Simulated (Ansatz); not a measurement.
# Sn: hydrostatic pressure series

These are results of Ansatz 0.2.0, DFT PBEsol, scalar-relativistic, plane waves, PAW, not measurements. Settings: 420 eV cutoff, 12×12×12 k-mesh, Gaussian smearing of 0.10 eV, no spin polarisation.

Reference structure (relaxed):

```
Sn
1.0
     0.00000    3.27035    3.27035
     3.27035    0.00000    3.27035
     3.27035    3.27035    0.00000
Sn
2
Direct
  0.00000 0.00000 0.00000
  0.25000 0.25000 0.25000
```

Cell and atoms are relaxed at each pressure within the symmetry of the start, at zero temperature, so transitions that lower the symmetry aren't seen. The k-mesh given is that at zero pressure and may differ at others. a, b and c are the lengths of the cell vectors above. Gaps are Kohn–Sham gaps over the whole zone.

| P (GPa) | V (Å³/atom) | V/V0 | a (Å) | b (Å) | c (Å) |
| --- | --- | --- | --- | --- | --- |
| -2 | 36.98 | 1.057 | 4.712 | 4.712 | 4.712 |
| 0 | 34.98 | 1.000 | 4.625 | 4.625 | 4.625 |
| 2 | 33.51 | 0.958 | 4.559 | 4.559 | 4.559 |
| 5 | 31.78 | 0.909 | 4.480 | 4.480 | 4.480 |
| 10 | 29.73 | 0.850 | 4.381 | 4.381 | 4.381 |
| 20 | 27.04 | 0.773 | 4.245 | 4.245 | 4.245 |
| 40 | 23.84 | 0.682 | 4.070 | 4.070 | 4.070 |

Question: What bulk modulus and pressure derivative fit these points?

Answer: A third-order Birch–Murnaghan fit gives B0 = 42 GPa and B0' = 4.7.

Question: What does pressure do to the gap?

Answer: The gaps are metal at -2 GPa, metal at 0 GPa, metal at 2 GPa, metal at 5 GPa, 0.15 eV at 10 GPa, 0.12 eV at 20 GPa, metal at 40 GPa.